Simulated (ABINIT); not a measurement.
Runs of ABINIT 10.8.3 (patched build) on GaAs. Symmetry: F-43m, No. 216, cubic system. The conventional cell has a = 5.654 Å, b = 5.654 Å, c = 5.654 Å, α = 90.00°, β = 90.00°, γ = 90.00°. As (site symmetry -43m) has 4 Ga at 2.45 Å as nearest neighbours. Around Ga (site symmetry -43m) lie 4 As at 2.45 Å. 

| task | level | potentials or basis | k mesh | cutoff (eV) | fine-grid cutoff | mesh quality | gap on the mesh (eV) | pressure (GPa) |
| --- | --- | --- | --- | --- | --- | --- | --- | --- |
| band structure | HCTH407 | JTH PAW PBE v2.0 sp | 8 × 8 × 8 | 463 | 925.187 eV | not flagged | 0.70 | 4.4 |
| band structure | SOGGA | JTH PAW PBE v2.0 | 8 × 8 × 8 | 463 | 925.187 eV | not flagged | 0.48 | -0.5 |
| band structure | OLYP | JTH PAW PBE v2.0 sp | 8 × 8 × 8 | 463 | 925.187 eV | not flagged | 0.79 | 4.3 |
| band structure | AM05 | JTH PAW PBE v2.0 sp | 8 × 8 × 8 | 463 | 925.187 eV | not flagged | 0.52 | 0.6 |
| band structure | RPBE | JTH PAW PBE v2.0 | 8 × 8 × 8 | 463 | 925.187 eV | not flagged | 0.63 | (a) |
| single point | r2SCAN | JTH PAW PBE v2.0 | 6 × 6 × 6 | 544 | 1088.46 eV | not flagged | 1.01 | 0.4 |
| band structure | LDA-VWN | JTH PAW LDA v2.0 sp | 8 × 8 × 8 | 463 | 925.187 eV | not flagged | 0.29 | -1.9 |
| single point | r2SCAN | JTH PAW PBE v2.0 | 3 × 3 × 3 | 544 | 1088.46 eV | coarse | 0.99 | 1.6 |
| single point | PBEsol | JTH PAW PBE v2.0 | 5 × 5 × 5 | 463 | 925.187 eV | not flagged | 0.43 | (b) |
| band structure | BLYP | JTH PAW PBE v2.0 sp | 8 × 8 × 8 | 463 | 925.187 eV | not flagged | 0.37 | 6.9 |

Alike in all rows: no spin polarisation; cell as given; smearing fermi-dirac 0.05 eV.

Estimate the missing entries.

(a) 5.2; (b) 0.2.

Caveats: some runs use coarse meshes; the PAW data sets were made with another functional, which shifts forces and pressure a little (some runs); this set keeps more shells in the core, which shifts pressures and gaps (some runs).

A k mesh can miss the band edges, and the runs leave out spin-orbit coupling on As, Ga.

The runs don't all hold the same shells in valence.

Runs at the PBE level aren't shown here.
